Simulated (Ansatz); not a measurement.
# Property card for MgTe

These are results of DFT r2SCAN, scalar-relativistic, plane waves, PAW in Ansatz, not measurements.

Plane waves to 500 eV, a k mesh through Γ of 6×6×4 on the computed 4-atom cell and Gaussian smearing (0.02 eV); no spin polarisation.

The structure is relaxed at this level of theory with its symmetry kept.

Symmetry: P6_3mc, No. 186, hexagonal system. The conventional cell has a = 4.577 Å, b = 4.577 Å, c = 7.452 Å, α = 90.00°, β = 90.00°, γ = 120.00°. Mg (site symmetry 3m) has 4 Te at 2.80 Å as nearest neighbours. Te (site symmetry 3m) is surrounded by 4 Mg at 2.80 Å.

- Volume per atom: 33.81 Å³
- Formation energy from the elements' standard states (uncorrected): -1.062 eV/atom
- Generalised Kohn–Sham band gap: 3.16 eV, indirect from (-0.010, 0.005, 0.000) to Γ
- Löwdin character of the top 1 eV of the valence band: Te 5p 96 %
- Electron masses at the edge by Cartesian direction of the standard setting (m_e; degenerate bands sorted by energy; no spin-orbit coupling): x: 0.20; y: 0.20; z: 0.18
- Hole masses at the edge by Cartesian direction of the standard setting (m_e; degenerate bands sorted by energy; no spin-orbit coupling): x: 2.4, 2.6, 0.21; y: 3.8, 2.7, 0.20; z: 0.32, 2.0, 0.33
- Bulk modulus: 37 GPa
- Its pressure derivative: 4.1
- Bader charges (e): Mg (2 in the cell) 1.61, Te (2 in the cell) -1.61

Spin-orbit coupling is left out, which matters for the bands of heavy elements.

Cost: 8 runs of about 8.1 core-minutes in all, on Arm Neoverse V1 (shared hosts).